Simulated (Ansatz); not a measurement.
Born–Oppenheimer molecular dynamics of a periodic cell of 28 atoms, ZnInGaO$_{4}$ (start crystal ZnInGaO4, start structure R3m, volume 1.15 times the crystal's). It goes on from the last frame of an earlier run, with new velocities.

All numbers below come from DFT PBE, scalar-relativistic, plane waves, PAW (Ansatz 0.2.0). Settings: accuracy low, PAW set soft_1, cutoff 420 eV, k mesh 2x2x2, fermi-dirac smearing 0.17 eV, no spin polarisation.

- ensemble: NVT, Langevin thermostat
- time step: 1 fs
- steps asked: 369
- set temperature: 1600 K
- friction: 0.02 /fs
- temperature schedule: 277 steps to 300 K, then 92 steps to 300 K
- seed: 885352

First frame:

```xyz
28
Lattice="-3.5209 -2.0328 9.1289 3.5209 -2.0328 9.1289 0.0000 4.0656 9.1289" Properties=species:S:1:pos:R:3
Zn -0.775 0.581 5.990
In -0.630 0.207 0.564
Ga -0.030 0.138 21.242
O -0.708 0.061 7.849
O 0.017 -0.219 19.501
O -0.329 0.134 3.179
O -0.280 -0.025 23.636
Zn 0.171 -2.337 15.361
In -0.195 -1.951 8.530
Ga -0.140 2.027 12.537
O -0.912 -2.439 17.160
O 0.018 2.293 10.150
O -0.358 -2.128 12.488
O -0.133 2.200 14.574
Zn -1.997 1.095 14.934
In -2.003 0.914 9.345
Ga 1.408 -0.710 12.280
O -1.725 1.015 16.978
O 1.357 -0.912 10.338
O -1.665 1.128 12.230
O 1.164 -0.727 14.308
Zn 1.650 1.719 15.044
In 1.685 1.131 9.089
Ga -2.099 -0.882 12.332
O 1.493 1.217 17.300
O -2.530 -0.616 10.434
O 1.692 1.226 12.420
O -2.140 -0.801 14.169
```

Problem. What does the run give?

Solution. The run went to its last step.

* steps done: 369
* time covered: 369 fs
* mean temperature over the second half: 642 K
* spread of the potential energy over the second half: 34.0 meV per atom
* mean potential energy of the second half above the start: -172.6 meV per atom

The schedule's set-point averaged 409 K over the second half and the system 642 K, so it lags behind the ramp. A run of 0.37 ps of so small a system gives no equilibrium averages. Limits of this set-up: coarse k mesh, low accuracy level.

Problem. What happens to the structure?

Solution. Mean squared displacements from the first frame to the last, about the centre of mass: Zn 0.43 Å², In 0.30 Å², Ga 0.07 Å², O 0.15 Å². The details hang on the random start.

Problem. How do temperature and energy run in time?

Solution. 
```json
{"time (fs)": "0", "T (K)": "1543", "potential energy less start (eV)": "0.000"}
{"time (fs)": "18", "T (K)": "1840", "potential energy less start (eV)": "-1.066"}
{"time (fs)": "36", "T (K)": "1249", "potential energy less start (eV)": "-0.585"}
{"time (fs)": "54", "T (K)": "1351", "potential energy less start (eV)": "-1.697"}
{"time (fs)": "72", "T (K)": "1254", "potential energy less start (eV)": "-0.533"}
{"time (fs)": "90", "T (K)": "1241", "potential energy less start (eV)": "-1.237"}
{"time (fs)": "108", "T (K)": "1064", "potential energy less start (eV)": "-0.820"}
{"time (fs)": "126", "T (K)": "1078", "potential energy less start (eV)": "-1.124"}
{"time (fs)": "144", "T (K)": "1045", "potential energy less start (eV)": "-1.615"}
{"time (fs)": "162", "T (K)": "1323", "potential energy less start (eV)": "-2.731"}
{"time (fs)": "180", "T (K)": "1206", "potential energy less start (eV)": "-3.118"}
{"time (fs)": "198", "T (K)": "1057", "potential energy less start (eV)": "-3.377"}
{"time (fs)": "216", "T (K)": "1211", "potential energy less start (eV)": "-3.621"}
{"time (fs)": "234", "T (K)": "969", "potential energy less start (eV)": "-4.127"}
{"time (fs)": "252", "T (K)": "715", "potential energy less start (eV)": "-4.440"}
{"time (fs)": "270", "T (K)": "575", "potential energy less start (eV)": "-4.785"}
{"time (fs)": "288", "T (K)": "438", "potential energy less start (eV)": "-5.053"}
{"time (fs)": "306", "T (K)": "479", "potential energy less start (eV)": "-5.556"}
{"time (fs)": "324", "T (K)": "415", "potential energy less start (eV)": "-5.798"}
{"time (fs)": "342", "T (K)": "290", "potential energy less start (eV)": "-5.918"}
{"time (fs)": "360", "T (K)": "317", "potential energy less start (eV)": "-6.048"}
```

Time of the run: 41 min on 4 threads of Arm Neoverse V1, with other jobs on the host, peak memory 1.9 GiB.
